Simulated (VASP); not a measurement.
# Rh in VASP: a series of runs

The runs below take Rh through single point, with PBE.

Everything below comes from runs of VASP 6.6.1. Logs are shortened: lines on timing, memory, paths and dates and some standing lists are left out, and cuts for length are marked.

## (1) The cell of the first run

The cell holds a slab with vacuum, 12 atoms: a = 5.416 Å, b = 5.416 Å, c = 22.296 Å, α = 90.00°, β = 90.00°, γ = 120.00°.

The slab is cut from a database's or a generator's crystal, which needn't be the stable form of the element.

## (2) Single point, PBE (the clean substrate in the cell of the map)

Input file INCAR:

```
PREC     = Accurate       # precision mode
ENCUT    = 520            # plane-wave cutoff, eV
EDIFF    = 1E-7           # SCF threshold, eV
ISMEAR   = 0              # smearing method
SIGMA    = 0.1            # smearing width, eV
LREAL    = False          # projectors in reciprocal space
LASPH    = True           # aspherical terms in the spheres
NELM     = 60             # most SCF steps
ALGO     = Fast           # electronic algorithm
ISIF     = 2              # what is computed and relaxed
LWAVE    = False          # write WAVECAR
LCHARG   = False          # write CHGCAR
LDIPOL   = True         
IDIPOL   = 3            
DIPOL    = 0.5 0.5 0.276
GGA      = PE             # functional
NBANDS   = 102            # bands
```

Input file KPOINTS:

```
regular mesh
0
Gamma
  6 6 1
```

Input file POSCAR:

```
Rh
1.0
    5.4163401145      0.0000000000      0.0000000000
   -2.7081700572      4.6906881347      0.0000000000
    0.0000000000      0.0000000000     22.2964585464
Rh
12
Direct
    0.3333333333      0.1666666667      0.1794006879
    0.3333333333      0.6666666667      0.1794006879
    0.8333333333      0.1666666667      0.1794006879
    0.8333333333      0.6666666667      0.1794006879
    0.1666666667      0.3333333333      0.2757740067
    0.1666666667      0.8333333333      0.2757740067
    0.6666666667      0.3333333333      0.2757740067
    0.6666666667      0.8333333333      0.2757740067
    0.0000000000      0.0000000000      0.3720975925
    0.0000000000      0.5000000000      0.3720975925
    0.5000000000      0.0000000000      0.3720975925
    0.5000000000      0.5000000000      0.3720975925
```

Potentials or basis: VASP PAW PBE potentials, release 64 (Rh_pv).

Launch:

```
$ cat potpaw_PBE.64/Rh_pv/POTCAR > POTCAR
$ mpirun -np 1 vasp_std > vasp.out
```

OUTCAR:

```text
PREC = Accurate
   ENCUT = 520
   EDIFF = 1E-7
   ISMEAR = 0
   LREAL = False
   LASPH = True
   NELM = 60
   ISIF = 2
   GGA = PE

 ion  position               nearest neighbor table
   1  0.333  0.167  0.179-   5 2.66   6 2.66   7 2.66   2 2.71   2 2.71   3 2.71   3 2.71   4 2.71
                             4 2.71
   2  0.333  0.667  0.179-   6 2.66   5 2.66   8 2.66   1 2.71   1 2.71   4 2.71   4 2.71   3 2.71
                             3 2.71
   3  0.833  0.167  0.179-   7 2.66   8 2.66   5 2.66   4 2.71   4 2.71   1 2.71   1 2.71   2 2.71
                             2 2.71
   4  0.833  0.667  0.179-   8 2.66   7 2.66   6 2.66   3 2.71   3 2.71   2 2.71   2 2.71   1 2.71
                             1 2.71
   5  0.167  0.333  0.276-   9 2.66  12 2.66  10 2.66   1 2.66   2 2.66   3 2.66   6 2.71   6 2.71
                             7 2.71   7 2.71   8 2.71   8 2.71
   6  0.167  0.833  0.276-  10 2.66  11 2.66   9 2.66   2 2.66   1 2.66   4 2.66   5 2.71   5 2.71
                             8 2.71   8 2.71   7 2.71   7 2.71
   7  0.667  0.333  0.276-  11 2.66  10 2.66  12 2.66   3 2.66   4 2.66   1 2.66   8 2.71   8 2.71
                             5 2.71   5 2.71   6 2.71   6 2.71
   8  0.667  0.833  0.276-  12 2.66   9 2.66  11 2.66   4 2.66   3 2.66   2 2.66   7 2.71   7 2.71
                             6 2.71   6 2.71   5 2.71   5 2.71
   9  0.000  0.000  0.372-   5 2.66   8 2.66   6 2.66  10 2.71  10 2.71  11 2.71  11 2.71  12 2.71
[... 14 lines left out ...]
 A1 = (   5.4163401145,   0.0000000000,   0.0000000000)
 A2 = (  -2.7081700572,   4.6906881347,   0.0000000000)
 A3 = (   0.0000000000,   0.0000000000,  22.2964585464)

Analysis of symmetry for initial positions (statically):
=====================================================================
 Subroutine PRICEL returns following result:

  LATTYP: Found a hexagonal cell.
 ALAT       =     2.7081700572
 C/A-ratio  =     8.2330348815

  Lattice vectors:

 A1 = (   2.7081700572,   0.0000000000,   0.0000000000)
 A2 = (  -1.3540850286,   2.3453440674,   0.0000000000)
 A3 = (   0.0000000000,   0.0000000000,  22.2964585464)

   4 primitive cells build up your supercell.

 Routine SETGRP: Setting up the symmetry group for a
 hexagonal supercell.

 Subroutine GETGRP returns: Found  6 space group operations
 (whereof  6 operations were pure point group operations)
 out of a pool of 24 trial point group operations.

The static configuration has the point symmetry C_3v.

Analysis of symmetry for dynamics (positions and initial velocities):
=====================================================================
 Subroutine PRICEL returns following result:

  LATTYP: Found a hexagonal cell.
 ALAT       =     2.7081700572
 C/A-ratio  =     8.2330348815

  Lattice vectors:

 A1 = (   2.7081700572,   0.0000000000,   0.0000000000)
 A2 = (  -1.3540850286,   2.3453440674,   0.0000000000)
 A3 = (   0.0000000000,   0.0000000000,  22.2964585464)

   4 primitive cells build up your supercell.

 Routine SETGRP: Setting up the symmetry group for a
 hexagonal supercell.

 Subroutine GETGRP returns: Found  6 space group operations
 (whereof  6 operations were pure point group operations)
 out of a pool of 24 trial point group operations.

The dynamic configuration has the point symmetry C_3v.

 Subroutine INISYM returns: Found  6 space group operations
 (whereof  6 operations are pure point group operations),
 and found     4 'primitive' translations

----------------------------------------------------------------------------------------

                                     Primitive cell

  volume of cell :     141.6180

  direct lattice vectors                    reciprocal lattice vectors
     2.708170057  0.000000000  0.000000000     0.369253030  0.213188336  0.000000000
    -1.354085029  2.345344067  0.000000000     0.000000000  0.426376673  0.000000000
     0.000000000  0.000000000 22.296458546     0.000000000  0.000000000  0.044850172

  length of vectors
     2.708170057  2.708170057 22.296458546     0.426376673  0.426376673  0.044850172

  position of ions in fractional coordinates (direct lattice)
     0.666666667  0.333333333  0.179400688
     0.333333333  0.666666667  0.275774007
     0.000000000  0.000000000  0.372097592

  ion indices of the primitive-cell ions
   primitive index   ion index
                 1           1
                 2           5
                 3          11

----------------------------------------------------------------------------------------

 KPOINTS: regular mesh

Automatic generation of k-mesh.
 Grid dimensions read from file:
 generate k-points for:    6    6    1

 Generating k-lattice:

  Cartesian coordinates                     Fractional coordinates (reciprocal lattice)
     0.030771086  0.017765695  0.000000000     0.166666667  0.000000000  0.000000000
     0.000000000  0.035531389  0.000000000     0.000000000  0.166666667  0.000000000
     0.000000000  0.000000000  0.044850172     0.000000000  0.000000000  1.000000000

  Length of vectors
     0.035531389  0.035531389  0.044850172

  Shift w.r.t. Gamma in fractional coordinates (k-lattice)
     0.000000000  0.000000000  0.000000000

 Subroutine IBZKPT returns following result:
 ===========================================

 Found      7 irreducible k-points:

 Following reciprocal coordinates:
            Coordinates               Weight
  0.000000  0.000000  0.000000      1.000000
  0.166667  0.000000  0.000000      6.000000
  0.333333  0.000000  0.000000      6.000000
  0.500000  0.000000  0.000000      3.000000
  0.166667  0.166667  0.000000      6.000000
  0.333333  0.166667  0.000000     12.000000
  0.333333  0.333333  0.000000      2.000000
   k-points           NKPTS =      7   k-points in BZ     NKDIM =      7   number of bands    NBANDS=    102
   number of dos      NEDOS =    301   number of ions     NIONS =     12
   total plane-waves  NPLWV = 268800
   dimension x,y,z NGX =    40 NGY =   40 NGZ =  168
   dimension x,y,z NGXF=    80 NGYF=   80 NGZF=  336
   ions per type =              12
   NGX,Y,Z   is equivalent  to a cutoff of  12.28, 12.28, 12.53 a.u.
   NGXF,Y,Z  is equivalent  to a cutoff of  24.55, 24.55, 25.05 a.u.
 SYSTEM =  unknown system
   PREC   = accura    normal or accurate (medium, high low for compatibility)
   ISTART =      0    job   : 0-new  1-cont  2-samecut
   ICHARG =      2    charge: 1-file 2-atom 10-const
   ISPIN  =      1    spin polarized calculation?
   LNONCOLLINEAR =      F non collinear calculations
   LSORBIT =      F    spin-orbit coupling
   LASPH  =      T    aspherical Exc in radial PAW
   ENCUT  =  520.0 eV  38.22 Ry    6.18 a.u.  10.07 10.07 41.46*2*pi/ulx,y,z
   NELM   =     60;   NELMIN=  2; NELMDL= -5     # of ELM steps
   EDIFF  = 0.1E-06   stopping-criterion for ELM
   LREAL  =      F    real-space projection
   EDIFFG = 0.1E-05   stopping-criterion for IOM
   NSW    =      0    number of steps for IOM
   IBRION =     -1    ionic relax: 0-MD 1-quasi-New 2-CG
   NFREE  =      0    steps in history (QN), initial steepest desc. (CG)
   ISIF   =      2    stress and relaxation
   ISYM   =      2    0-nonsym 1-usesym 2-fastsym
   POTIM  = 0.5000    time-step for ionic-motion
   TEBEG  =    0.0;   TEEND  =   0.0 temperature during run
   PSTRESS=    0.0 pullay stress
   NELECT =     180.0000    total number of electrons
   NUPDOWN=      -1.0000    fix difference up-down
   EMIN   =  10.00;   EMAX   =-10.00  energy-range for DOS
   EFERMI =   0.00;   METHOD = LEGACY
   ISMEAR =     0;   SIGMA  =   0.10  broadening in eV -4-tet -1-fermi 0-gaus
   EFERMI_NEDOS =   21; number of points for ismear=-14 and -15
   IALGO  =     68    algorithm
   IMIX   =      4    mixing-type and parameters
     AMIX     =   0.40;   BMIX     =  1.00
     AMIX_MAG =   1.60;   BMIX_MAG =  1.00
  volume/ion in A,a.u.               =      47.21       318.56
  Fermi-wavevector in a.u.,A,eV,Ry     =   1.117136  2.111082 16.979986  1.247994
  Thomas-Fermi vector in A             =   2.253757
   LORBIT       =      0    0 simple, 1 ext, 2 COOP (PROOUT), +10 PAW based schemes
   GGA     = PE    functional components
   LHFCALC =     F    Hartree Fock is set to
   AEXX    =    0.0000 exact exchange contribution
   IVDW    =     0    specifies the selected vdW correction
   LEPSILON=     F    determine dielectric tensor
   LRPA    =     F    only Hartree local field effects (RPA)
 non-spin polarized calculation
 RMM-DIIS sequential band-by-band and
 Gauss-broadening in eV      SIGMA  =   0.10
  energy-cutoff  :      520.00
  volume of cell :      566.47
 maximum number of plane-waves:     15300
   NGX = 21   NGY = 21   NGZ = 83

 dipolmoment           0.000000      0.000000      0.000051 electrons x Angstroem

 number of electron     180.0000014 magnetization

 dipolmoment           0.000000      0.000000     -0.000002 electrons x Angstroem

 Free energy of the ion-electron system (eV)
  ---------------------------------------------------
  ext. energy  EPLUGINS =         0.00000000
  ---------------------------------------------------
  free energy    TOTEN  =       -80.75377072 eV

  energy without entropy =      -80.64872637  energy(sigma->0) =      -80.70124854

 E-fermi :  -0.1178     XC(G=0):  -4.9433

 val. band max:       -0.1219922605   @ k =   0.3333   0.3333   0.0000
 cond. band min:      -0.0999443003   @ k =   0.3333   0.1667   0.0000
 fundamental gap:      0.0220479602
 Fermi energy:        -0.1177566083

 k-point     1 :       0.0000    0.0000    0.0000
  band No.  band energies     occupation
      1     -47.2157      2.00000
      2     -47.2157      2.00000
      3     -47.2157      2.00000
      4     -47.1222      2.00000
      5     -47.0320      2.00000
      6     -47.0320      2.00000
[... 724 lines left out ...]
    101       0.5939      0.00000
    102       0.5939      0.00000

------------------------ aborting loop because EDIFF is reached ----------------------------------------

 vacuum level on the upper side and lower side of the slab       (xc-potential included)        -0.048        -0.057

  FORCE on cell =-STRESS in cart. coord.  units (eV):
  Direction    XX          YY          ZZ          XY          YZ          ZX
  --------------------------------------------------------------------------------------
  -------------------------------------------------------------------------------------
  Total       -6.9239718     -6.9239718      0.1751441     -0.0000000      0.0000000     -0.0000000
  in kB      -19.5833730    -19.5833730      0.4953678     -0.0000000      0.0000000     -0.0000000
  external PRESSURE =     -12.8904594 kB  Pullay stress =       0.0000000 kB

 VOLUME and BASIS-vectors are now :
 -----------------------------------------------------------------------------
  energy-cutoff  :      520.00
  volume of cell :      566.47
      direct lattice vectors                 reciprocal lattice vectors
     5.416340114  0.000000000  0.000000000     0.184626515  0.106594168  0.000000000
    -2.708170057  4.690688135  0.000000000     0.000000000  0.213188336  0.000000000
     0.000000000  0.000000000 22.296458546     0.000000000  0.000000000  0.044850172

 POSITION                                       TOTAL-FORCE (eV/Angst)
 -----------------------------------------------------------------------------------
      1.35409      0.78178      4.00000        -0.000000      0.000000     -0.010940
     -0.00000      3.12713      4.00000        -0.000000     -0.000000     -0.010940
      4.06226      0.78178      4.00000        -0.000000     -0.000000     -0.010940
      2.70817      3.12713      4.00000         0.000000     -0.000000     -0.010940
      0.00000      1.56356      6.14878         0.000000     -0.000000     -0.009054
     -1.35409      3.90891      6.14878        -0.000000     -0.000000     -0.009054
      2.70817      1.56356      6.14878         0.000000      0.000000     -0.009054
      1.35409      3.90891      6.14878        -0.000000     -0.000000     -0.009054
      0.00000      0.00000      8.29646        -0.000000      0.000000      0.019993
     -1.35409      2.34534      8.29646        -0.000000      0.000000      0.019993
      2.70817      0.00000      8.29646        -0.000000      0.000000      0.019993
      1.35409      2.34534      8.29646        -0.000000      0.000000      0.019993
 -----------------------------------------------------------------------------------
    total drift:                                0.000000     -0.000000      0.000968

  FREE ENERGIE OF THE ION-ELECTRON SYSTEM (eV)
  ---------------------------------------------------
  free  energy   TOTEN  =       -80.7537707184 eV

  energy  without entropy=      -80.6487263659  energy(sigma->0) =      -80.70124854

 vacuum level on the upper side and lower side of the slab         4.940         4.932
```

It took 11 min on 1 thread of Intel Xeon 6975P-C (Granite Rapids), shared host; peak memory 0.73 GiB.

Results:

```yaml
Free_energy: -80.7538 eV
Largest_force: 0.020 eV/Å
Band_gap_on_the_k_mesh: none (metal or under the smearing width)
```

Forces in eV/Å, atoms in the order of the input:
```
Rh   0.000  0.000 -0.011
Rh   0.000  0.000 -0.011
Rh   0.000  0.000 -0.011
Rh   0.000  0.000 -0.011
Rh   0.000  0.000 -0.009
Rh   0.000  0.000 -0.009
Rh   0.000  0.000 -0.009
Rh   0.000  0.000 -0.009
Rh   0.000  0.000  0.020
Rh   0.000  0.000  0.020
Rh   0.000  0.000  0.020
Rh   0.000  0.000  0.020
```

Levels at points of the mesh, in eV from the Fermi level:
```
           k point  band 87  band 88  band 89  band 90  band 91  band 92  band 93  band 94  band 95  band 96
(0.00, 0.00, 0.00)     0.27     0.27     0.42     0.42     0.53     0.53     0.53     0.96     0.96     0.96
(0.50, 0.00, 0.00)    -0.77    -0.77    -0.38    -0.38    -0.33    -0.33    -0.02    -0.02     0.30     0.30
```

## (3) Single point, PBE (clean slab, lower half held)

Input file INCAR:

```
SYSTEM = Rh
ALGO = Normal
DIPOL = 0.5 0.5 0.497
EDIFF = 1E-7
ENCUT = 520
GGA = PE
IDIPOL = 3
ISIF = 2
ISMEAR = 0
LASPH = .True.
LCHARG = .False.
LDIPOL = .True.
LREAL = .False.
LWAVE = .False.
NBANDS = 30
NELM = 100
PREC = Accurate
SIGMA = 0.1
```

Input file KPOINTS:

```
k-points
0
Gamma
  12 12 1
  0 0 0
```

Input file POSCAR:

```
Rh
1.0
    2.7081700572      0.0000000000      0.0000000000
   -1.3540850286      2.3453440673      0.0000000000
    0.0000000000      0.0000000000     18.4224231846
Rh
3
Direct
    0.6666666667      0.3333333333      0.3799717296
    0.3333333333      0.6666666667      0.4966113099
    0.0000000000      0.0000000000      0.6131906989
```

Potentials or basis: VASP PAW PBE potentials, release 64 (Rh_pv).

Launch:

```
$ cat potpaw_PBE.64/Rh_pv/POTCAR > POTCAR
$ mpirun -np 1 vasp_std > vasp.out
```

It took 52 s on 1 thread of Intel Xeon 6975P-C (Granite Rapids), shared host; peak memory 0.23 GiB.

Results (log left out):

```yaml
Free_energy: -20.1874 eV
Largest_force: 0.020 eV/Å
Band_gap_on_the_k_mesh: none (metal or under the smearing width)
```

Forces on the atoms (eV/Å):
```
Rh   0.000  0.000 -0.011
Rh   0.000  0.000 -0.008
Rh   0.000  0.000  0.020
```

Levels at points of the mesh, in eV from the Fermi level:
```tsv
k point	band 21	band 22	band 23	band 24	band 25	band 26
(0.00, 0.00, 0.00)	-0.96	-0.96	-0.37	-0.37	-0.27	0.42
(0.50, 0.00, 0.00)	0.27	0.53	0.96	1.02	2.00	3.90
```
